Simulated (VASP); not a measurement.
# YN (Fm-3m) in VASP: band structure with PBEsol

Aim: the band structure of YN with PBEsol.

All numbers are computed with VASP 6.6.1; they aren't measurements. Logs are shortened: lines on timing, memory, paths and dates and some standing lists are left out, and cuts for length are marked.

### 1 The crystal as given

Symmetry: Fm-3m, No. 225, cubic system. The conventional cell has a = 4.854 Å, b = 4.854 Å, c = 4.854 Å, α = 90.00°, β = 90.00°, γ = 90.00°. Around Y (site symmetry m-3m) lie 6 N at 2.43 Å. N (site symmetry m-3m) is surrounded by 6 Y at 2.43 Å.

The cell was built by a generator and needn't be a form met in nature.

### 2 Band structure, PBEsol

The input, POSCAR:

```
YN                                      
1.0
    0.0000000000      2.4271287901      2.4271287901
    2.4271287901      0.0000000000      2.4271287901
    2.4271287901      2.4271287901      0.0000000000
  Y               N             
     1     1
Direct
     0.0000000000000000    0.0000000000000000    0.0000000000000000
     0.5000000000000000    0.5000000000000000    0.5000000000000000
```

The input, INCAR.step1:

```
SYSTEM = YN
ALGO = Fast
EDIFF = 1E-7
ENCUT = 520
GGA = PS
ISIF = 2
ISMEAR = 0
LASPH = .TRUE.
LCHARG = .TRUE.
LMAXMIX = 4
LREAL = .FALSE.
LWAVE = .FALSE.
NBANDS = 15
NELM = 60
PREC = Accurate
SIGMA = 0.02
```

The input, KPOINTS.step1:

```
k-points
0
G
  10 10 10
  0 0 0
```

The input, INCAR.step2:

```
SYSTEM = YN
ALGO = Fast
EDIFF = 1E-7
ENCUT = 520
GGA = PS
ICHARG = 11
ISIF = 2
ISMEAR = 0
LASPH = .TRUE.
LCHARG = .FALSE.
LMAXMIX = 4
LREAL = .FALSE.
LWAVE = .FALSE.
NBANDS = 15
NELM = 60
PREC = Accurate
SIGMA = 0.05
```

The input, KPOINTS.step2:

```
path GXWKGLUWLK,UX
20
line-mode
reciprocal
 0.0000000000  0.0000000000  0.0000000000  G
 0.5000000000  0.0000000000  0.5000000000  X

 0.5000000000  0.0000000000  0.5000000000  X
 0.5000000000  0.2500000000  0.7500000000  W

 0.5000000000  0.2500000000  0.7500000000  W
 0.3750000000  0.3750000000  0.7500000000  K

 0.3750000000  0.3750000000  0.7500000000  K
 0.0000000000  0.0000000000  0.0000000000  G

 0.0000000000  0.0000000000  0.0000000000  G
 0.5000000000  0.5000000000  0.5000000000  L

 0.5000000000  0.5000000000  0.5000000000  L
 0.6250000000  0.2500000000  0.6250000000  U

 0.6250000000  0.2500000000  0.6250000000  U
 0.5000000000  0.2500000000  0.7500000000  W

 0.5000000000  0.2500000000  0.7500000000  W
 0.5000000000  0.5000000000  0.5000000000  L

 0.5000000000  0.5000000000  0.5000000000  L
 0.3750000000  0.3750000000  0.7500000000  K

 0.6250000000  0.2500000000  0.6250000000  U
 0.5000000000  0.0000000000  0.5000000000  X
```

Potentials or basis: VASP PAW PBE potentials, release 64 (Y_sv, N).

The run is started by

```
> cat potpaw_PBE.64/Y_sv/POTCAR potpaw_PBE.64/N/POTCAR > POTCAR
> cp INCAR.step1 INCAR
> cp KPOINTS.step1 KPOINTS
> mpirun -np 1 vasp_std > vasp.out
> cp INCAR.step2 INCAR
> cp KPOINTS.step2 KPOINTS
> mpirun -np 1 vasp_std > vasp.out
```

OUTCAR:

```text
SYSTEM = YN
   EDIFF = 1E-7
   ENCUT = 520
   GGA = PS
   ICHARG = 11
   ISIF = 2
   ISMEAR = 0
   LASPH = .TRUE.
   LREAL = .FALSE.
   NELM = 60
   PREC = Accurate

 ion  position               nearest neighbor table
   1  0.000  0.000  0.000-   2 2.43   2 2.43   2 2.43   2 2.43   2 2.43   2 2.43
   2  0.500  0.500  0.500-   1 2.43   1 2.43   1 2.43   1 2.43   1 2.43   1 2.43

  LATTYP: Found a face centered cubic cell.
 ALAT       =     4.8542575802

  Lattice vectors:

 A1 = (   0.0000000000,   2.4271287901,   2.4271287901)
 A2 = (   2.4271287901,   0.0000000000,   2.4271287901)
 A3 = (   2.4271287901,   2.4271287901,   0.0000000000)

Analysis of symmetry for initial positions (statically):
=====================================================================
 Subroutine PRICEL returns:
 Original cell was already a primitive cell.

 Routine SETGRP: Setting up the symmetry group for a
 face centered cubic supercell.

 Subroutine GETGRP returns: Found 48 space group operations
 (whereof 48 operations were pure point group operations)
 out of a pool of 48 trial point group operations.

The static configuration has the point symmetry O_h .

Analysis of symmetry for dynamics (positions and initial velocities):
=====================================================================
 Subroutine PRICEL returns:
 Original cell was already a primitive cell.

 Routine SETGRP: Setting up the symmetry group for a
 face centered cubic supercell.

 Subroutine GETGRP returns: Found 48 space group operations
 (whereof 48 operations were pure point group operations)
 out of a pool of 48 trial point group operations.

The dynamic configuration has the point symmetry O_h .

 Subroutine INISYM returns: Found 48 space group operations
 (whereof 48 operations are pure point group operations),
 and found     1 'primitive' translations

----------------------------------------------------------------------------------------

                                     Primitive cell

  volume of cell :      28.5962

  direct lattice vectors                    reciprocal lattice vectors
     0.000000000  2.427128790  2.427128790    -0.206004725  0.206004725  0.206004725
     2.427128790  0.000000000  2.427128790     0.206004725 -0.206004725  0.206004725
     2.427128790  2.427128790  0.000000000     0.206004725  0.206004725 -0.206004725

  length of vectors
     3.432478453  3.432478453  3.432478453     0.356810651  0.356810651  0.356810651

  position of ions in fractional coordinates (direct lattice)
     0.000000000  0.000000000  0.000000000
     0.500000000  0.500000000  0.500000000

  ion indices of the primitive-cell ions
   primitive index   ion index
                 1           1
                 2           2

----------------------------------------------------------------------------------------

 KPOINTS: path GXWKGLUWLK,UX

Interpolating k-points between supplied coordinates.

 Line segments in fractional coordinates (reciprocal lattice):
    0.000000  0.000000  0.000000  ...  0.500000  0.000000  0.500000
    0.500000  0.000000  0.500000  ...  0.500000  0.250000  0.750000
    0.500000  0.250000  0.750000  ...  0.375000  0.375000  0.750000
    0.375000  0.375000  0.750000  ...  0.000000  0.000000  0.000000
    0.000000  0.000000  0.000000  ...  0.500000  0.500000  0.500000
    0.500000  0.500000  0.500000  ...  0.625000  0.250000  0.625000
    0.625000  0.250000  0.625000  ...  0.500000  0.250000  0.750000
    0.500000  0.250000  0.750000  ...  0.500000  0.500000  0.500000
    0.500000  0.500000  0.500000  ...  0.375000  0.375000  0.750000
    0.625000  0.250000  0.625000  ...  0.500000  0.000000  0.500000

 Generated    20 points on each line segment, for a total of    200 k-points:

 Following reciprocal coordinates:
            Coordinates               Weight
  0.000000  0.000000  0.000000      0.005000
  0.026316  0.000000  0.026316      0.005000
  0.052632  0.000000  0.052632      0.005000
  0.078947  0.000000  0.078947      0.005000
  0.105263  0.000000  0.105263      0.005000
  0.131579  0.000000  0.131579      0.005000
[... 16 lines left out ...]
  0.500000  0.026316  0.526316      0.005000
  0.500000  0.039474  0.539474      0.005000
 [... further k-points ...]
   k-points           NKPTS =    200   k-points in BZ     NKDIM =    200   number of bands    NBANDS=     15
   number of dos      NEDOS =    301   number of ions     NIONS =      2
   total plane-waves  NPLWV =  21952
   dimension x,y,z NGX =    28 NGY =   28 NGZ =   28
   dimension x,y,z NGXF=    56 NGYF=   56 NGZF=   56
   ions per type =               1   1
   NGX,Y,Z   is equivalent  to a cutoff of  13.56, 13.56, 13.56 a.u.
   NGXF,Y,Z  is equivalent  to a cutoff of  27.12, 27.12, 27.12 a.u.
 SYSTEM =  YN
   PREC   = accura    normal or accurate (medium, high low for compatibility)
   ISTART =      0    job   : 0-new  1-cont  2-samecut
   ICHARG =     11    charge: 1-file 2-atom 10-const
   ISPIN  =      1    spin polarized calculation?
   LNONCOLLINEAR =      F non collinear calculations
   LSORBIT =      F    spin-orbit coupling
   LASPH  =      T    aspherical Exc in radial PAW
   ENCUT  =  520.0 eV  38.22 Ry    6.18 a.u.   6.38  6.38  6.38*2*pi/ulx,y,z
   NELM   =     60;   NELMIN=  2; NELMDL=  0     # of ELM steps
   EDIFF  = 0.1E-06   stopping-criterion for ELM
   LREAL  =      F    real-space projection
   EDIFFG = 0.1E-05   stopping-criterion for IOM
   NSW    =      0    number of steps for IOM
   IBRION =     -1    ionic relax: 0-MD 1-quasi-New 2-CG
   NFREE  =      0    steps in history (QN), initial steepest desc. (CG)
   ISIF   =      2    stress and relaxation
   ISYM   =      2    0-nonsym 1-usesym 2-fastsym
   POTIM  = 0.5000    time-step for ionic-motion
   TEBEG  =    0.0;   TEEND  =   0.0 temperature during run
   PSTRESS=    0.0 pullay stress
   NELECT =      16.0000    total number of electrons
   NUPDOWN=      -1.0000    fix difference up-down
   EMIN   =  10.00;   EMAX   =-10.00  energy-range for DOS
   EFERMI =   0.00;   METHOD = LEGACY
   ISMEAR =     0;   SIGMA  =   0.05  broadening in eV -4-tet -1-fermi 0-gaus
   EFERMI_NEDOS =   21; number of points for ismear=-14 and -15
   IALGO  =     68    algorithm
   IMIX   =      4    mixing-type and parameters
     AMIX     =   0.40;   BMIX     =  1.00
     AMIX_MAG =   1.60;   BMIX_MAG =  1.00
  volume/ion in A,a.u.               =      14.30        96.49
  Fermi-wavevector in a.u.,A,eV,Ry     =   1.349000  2.549241 24.759902  1.819801
  Thomas-Fermi vector in A             =   2.476623
   LORBIT       =      0    0 simple, 1 ext, 2 COOP (PROOUT), +10 PAW based schemes
   GGA     = PS    functional components
   LHFCALC =     F    Hartree Fock is set to
   AEXX    =    0.0000 exact exchange contribution
   IVDW    =     0    specifies the selected vdW correction
   LEPSILON=     F    determine dielectric tensor
   LRPA    =     F    only Hartree local field effects (RPA)
 non-spin polarized calculation
 RMM-DIIS sequential band-by-band and
 Gauss-broadening in eV      SIGMA  =   0.05
  energy-cutoff  :      520.00
  volume of cell :       28.60
 maximum number of plane-waves:       785
 NGX is ok and might be reduce to    28

 number of electron      16.0000001 magnetization

 Free energy of the ion-electron system (eV)
  ---------------------------------------------------
  ext. energy  EPLUGINS =         0.00000000
  ---------------------------------------------------
  free energy    TOTEN  =       -18.22101080 eV

  energy without entropy =      -18.21980596  energy(sigma->0) =      -18.22040838

 E-fermi :   4.1813     XC(G=0): -11.5499

 val. band max:        4.1361545109   @ k =   0.0000   0.0000   0.0000
 cond. band min:       4.2038500798   @ k =   0.5000   0.0000   0.5000
 fundamental gap:      0.0676955689
 Fermi energy:         4.1813285393

 k-point     1 :       0.0000    0.0000    0.0000
  band No.  band energies     occupation
      1     -36.4665      2.00000
      2     -16.1156      2.00000
      3     -16.1156      2.00000
      4     -16.1156      2.00000
      5      -8.7848      2.00000
      6       4.1362      1.79866
      7       4.1362      1.79866
      8       4.1362      1.79865
      9       7.2600      0.00000
     10       7.2600      0.00000
     11       7.2600      0.00000
     12       8.4051      0.00000
     13       9.3217      0.00000
     14       9.3217      0.00000
     15      14.8992      0.00000

 k-point     2 :       0.0263    0.0000    0.0263
  band No.  band energies     occupation
      1     -36.4653      2.00000
      2     -16.1258      2.00000
      3     -16.1181      2.00000
      4     -16.1181      2.00000
      5      -8.7666      2.00000
      6       4.0305      1.99998
      7       4.1186      1.92378
      8       4.1186      1.92378
      9       7.2238      0.00000
     10       7.3082      0.00000
     11       7.3082      0.00000
     12       8.4594      0.00000
     13       9.3315      0.00000
     14       9.4179      0.00000
     15      14.9646      0.00000

 k-point     3 :       0.0526    0.0000    0.0526
  band No.  band energies     occupation
      1     -36.4617      2.00000
      2     -16.1555      2.00000
      3     -16.1255      2.00000
      4     -16.1255      2.00000
      5      -8.7135      2.00000
      6       3.7495      2.00000
      7       4.0701      1.99834
      8       4.0701      1.99834
      9       7.1192      0.00000
     10       7.4481      0.00000
     11       7.4481      0.00000
     12       8.5777      0.00000
     13       9.3610      0.00000
     14       9.7145      0.00000
     15      15.1565      0.00000

 k-point     4 :       0.0789    0.0000    0.0789
  band No.  band energies     occupation
      1     -36.4558      2.00000
      2     -16.2029      2.00000
      3     -16.1376      2.00000
      4     -16.1376      2.00000
      5      -8.6304      2.00000
      6       3.3664      2.00000
      7       4.0004      2.00000
      8       4.0004      2.00000
      9       6.9569      0.00000
     10       7.6683      0.00000
     11       7.6683      0.00000
     12       8.7042      0.00000
     13       9.4096      0.00000
     14      10.1920      0.00000
     15      15.4637      0.00000
[... 307 lines left out ...]
 k-point    22 :       0.5000    0.0132    0.5132
  band No.  band energies     occupation
      1     -36.2897      2.00000
      2     -17.0468      2.00000
      3     -16.4741      2.00000
      4     -16.4737      2.00000
      5      -8.3406      2.00000
      6       2.6687      2.00000
      7       3.7235      2.00000
      8       3.7485      2.00000
      9       4.2527      0.04339
     10      11.1468      0.00000
     11      11.5945      0.00000
     12      12.2250      0.00000
     13      12.2508      0.00000
     14      14.5212      0.00000
     15      15.6531      0.00000

 k-point    23 :       0.5000    0.0263    0.5263
  band No.  band energies     occupation
      1     -36.2897      2.00000
      2     -17.0440      2.00000
      3     -16.4772      2.00000
      4     -16.4758      2.00000
      5      -8.3303      2.00000
      6       2.6661      2.00000
      7       3.6337      2.00000
      8       3.7032      2.00000
      9       4.3682      0.00000
     10      11.1846      0.00000
     11      11.6170      0.00000
     12      12.1506      0.00000
     13      12.2511      0.00000
     14      14.5846      0.00000
     15      15.6525      0.00000

 k-point    24 :       0.5000    0.0395    0.5395
  band No.  band energies     occupation
      1     -36.2896      2.00000
      2     -17.0394      2.00000
      3     -16.4823      2.00000
      4     -16.4792      2.00000
      5      -8.3133      2.00000
      6       2.6618      2.00000
      7       3.5293      2.00000
      8       3.6302      2.00000
      9       4.5152      0.00000
     10      11.2393      0.00000
     11      11.6597      0.00000
     12      12.0340      0.00000
     13      12.2516      0.00000
     14      14.6829      0.00000
     15      15.6527      0.00000

 [... further k-points ...]
[... 5 lines left out ...]
  --------------------------------------------------------------------------------------
  -------------------------------------------------------------------------------------
  Total        1.6820949      1.6820949      1.6820949      0.0000000      0.0000000      0.0000000
  in kB       94.2437639     94.2437639     94.2437639      0.0000000      0.0000000      0.0000000
  external PRESSURE =      94.2437639 kB  Pullay stress =       0.0000000 kB

 VOLUME and BASIS-vectors are now :
 -----------------------------------------------------------------------------
  energy-cutoff  :      520.00
  volume of cell :       28.60
      direct lattice vectors                 reciprocal lattice vectors
     0.000000000  2.427128790  2.427128790    -0.206004725  0.206004725  0.206004725
     2.427128790  0.000000000  2.427128790     0.206004725 -0.206004725  0.206004725
     2.427128790  2.427128790  0.000000000     0.206004725  0.206004725 -0.206004725

 POSITION                                       TOTAL-FORCE (eV/Angst)
 -----------------------------------------------------------------------------------
      0.00000      0.00000      0.00000        -0.000000     -0.000000     -0.000000
      2.42713      2.42713      2.42713         0.000000      0.000000      0.000000
 -----------------------------------------------------------------------------------
    total drift:                                0.000000      0.000000      0.000000

  FREE ENERGIE OF THE ION-ELECTRON SYSTEM (eV)
  ---------------------------------------------------
  free  energy   TOTEN  =       -18.2210107988 eV

  energy  without entropy=      -18.2198059560  energy(sigma->0) =      -18.22040838
```

Wall time 56 s (1 thread of Intel Xeon 6975P-C (Granite Rapids), shared host); peak memory 0.24 GiB.

Results:

```
Band gap on the k mesh  : 0.07 eV, indirect (least direct gap 0.44 eV)
Band gap along the path : 0.07 eV, indirect (least direct gap 0.44 eV)
```

Levels at the corners of the path, in eV from the valence-band top:
```csv
point,band 4,band 5,band 6,band 7,band 8,band 9,band 10,band 11,band 12,band 13
Γ,-20.25,-12.92,0.00,0.00,0.00,3.12,3.12,3.12,4.27,5.19
X,-20.61,-12.48,-1.47,-0.37,-0.37,0.07,7.00,7.45,8.11,8.11
X,-20.61,-12.48,-1.47,-0.37,-0.37,0.07,7.00,7.45,8.11,8.11
W,-20.71,-11.94,-2.22,-1.55,-1.55,4.02,4.02,7.52,8.13,9.03
W,-20.71,-11.94,-2.22,-1.55,-1.55,4.02,4.02,7.52,8.13,9.03
K,-20.52,-11.97,-2.24,-1.58,-1.34,2.42,6.35,7.19,7.95,8.89
K,-20.52,-11.97,-2.24,-1.58,-1.34,2.42,6.35,7.19,7.95,8.89
Γ,-20.25,-12.92,0.00,0.00,0.00,3.12,3.12,3.12,4.27,5.19
Γ,-20.25,-12.92,0.00,0.00,0.00,3.12,3.12,3.12,4.27,5.19
L,-20.34,-11.01,-4.20,-2.32,-2.32,5.79,6.50,6.50,6.76,10.45
L,-20.34,-11.01,-4.20,-2.32,-2.32,5.79,6.50,6.50,6.76,10.45
U,-20.52,-11.97,-2.24,-1.58,-1.34,2.42,6.35,7.19,7.95,8.89
U,-20.52,-11.97,-2.24,-1.58,-1.34,2.42,6.35,7.19,7.95,8.89
W,-20.71,-11.94,-2.22,-1.55,-1.55,4.02,4.02,7.52,8.13,9.03
W,-20.71,-11.94,-2.22,-1.55,-1.55,4.02,4.02,7.52,8.13,9.03
L,-20.34,-11.01,-4.20,-2.32,-2.32,5.79,6.50,6.50,6.76,10.45
L,-20.34,-11.01,-4.20,-2.32,-2.32,5.79,6.50,6.50,6.76,10.45
K,-20.52,-11.97,-2.24,-1.58,-1.34,2.42,6.35,7.19,7.95,8.89
U,-20.52,-11.97,-2.24,-1.58,-1.34,2.42,6.35,7.19,7.95,8.89
X,-20.61,-12.48,-1.47,-0.37,-0.37,0.07,7.00,7.45,8.11,8.11
```

Caveat: the log is that of the step along the path at fixed density, whose energy, stress, charges and moments have no meaning; the PAW data sets were made with another functional, which shifts forces and pressure a little. A hybrid or GW would open this gap; PBEsol tends to underestimate it.
